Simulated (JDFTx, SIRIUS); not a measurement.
This is a calculation of TaN for SIRIUS 7.12.0. Atoms were shifted at random by some hundredths of an Å from the given cell, which wasn't relaxed again for these runs. The cell comes from a database or a generator and needn't be the stable form of this composition.

sirius.json

```json
{
  "control": {
    "processing_unit": "cpu",
    "verbosity": 2,
    "num_bands_to_print": 16,
    "print_forces": true,
    "print_stress": true
  },
  "parameters": {
    "electronic_structure_method": "pseudopotential",
    "xc_functionals": ["XC_GGA_X_PBE_SOL", "XC_GGA_C_PBE_SOL"],
    "gk_cutoff": 9.2,
    "pw_cutoff": 18.4,
    "ngridk": [10, 10, 10],
    "shiftk": [0, 0, 0],
    "smearing": "fermi_dirac",
    "smearing_width": 0.0018374661,
    "num_bands": 16,
    "num_mag_dims": 0,
    "num_dft_iter": 100,
    "energy_tol": 1e-08,
    "density_tol": 1e-06
  },
  "iterative_solver": {
    "type": "davidson",
    "min_tolerance": 1e-10
  },
  "mixer": {
    "type": "anderson",
    "beta": 0.7,
    "max_history": 8
  },
  "settings": {
    "tol_ne": 1e-10,
    "pseudo_grid_cutoff": 6.5
  },
  "unit_cell": {
    "lattice_vectors": [
      [0.0, 0.707106781187, 0.707106781187],
      [0.707106781187, 0.0, 0.707106781187],
      [0.707106781187, 0.707106781187, 0.0]
    ],
    "lattice_vectors_scale": 5.9097083415,
    "atom_coordinate_units": "lattice",
    "atom_types": ["Ta", "N"],
    "atom_files": {
      "Ta": "Ta.json",
      "N": "N.json"
    },
    "atoms": {
      "Ta": [
        [0.513526, 0.484213, 0.528979]
      ],
      "N": [
        [-0.012902, -0.014702, 0.015695]
      ]
    }
  }
}
```

Potentials or basis: PseudoDojo 0.4.1 PBEsol standard (scalar relativistic).

Launch:

```bash
$ upf_to_json Ta.upf
$ upf_to_json N.upf
$ OMP_NUM_THREADS=1 sirius.scf --input=sirius.json --output=out.json --task=0
```

Q: Set up the same calculation for JDFTx 1.7.0 (patched build). Potentials or basis there: PseudoDojo-SR-PBEsol-0.4.1-standard with smoothed tails, cutoff 1143 eV.

A: As run (cutoffs and basis follow the program's own potentials, and thresholds, step limits or extra output files can differ):

File TaN.in:

```
lattice \
    0.0000000000     4.1787948431     4.1787948431 \
    4.1787948431     0.0000000000     4.1787948431 \
    4.1787948431     4.1787948431     0.0000000000
coords-type Lattice
ion Ta     0.5135260000     0.4842130000     0.5289790000 1
ion N     -0.0129020000    -0.0147020000     0.0156950000 1

ion-species pseudo/Ta.upf
ion-species pseudo/N.upf
elec-cutoff 42 336
elec-ex-corr gga-PBEsol
kpoint-folding 10 10 10
elec-smearing Fermi 0.0018374661
elec-n-bands 15
electronic-SCF nIterations 100 energyDiffThreshold 1e-09
electronic-minimize nIterations 30 energyDiffThreshold 1e-7
converge-empty-states yes
forces-output-coords Cartesian

dump-name run.$VAR
dump End Ecomponents EigStats BandEigs Kpoints Forces Stress
```

Potentials or basis: PseudoDojo-SR-PBEsol-0.4.1-standard with smoothed tails.

Command:

```bash
$ jdftx -c 1 -i TaN.in -o TaN.out
```

Both were run:

|  | SIRIUS | JDFTx |
| --- | --- | --- |
| Pressure | -9.3 GPa | -9.3 GPa |
| Largest force | 0.770 eV/Å | 0.770 eV/Å |

Pressure is positive in compression.
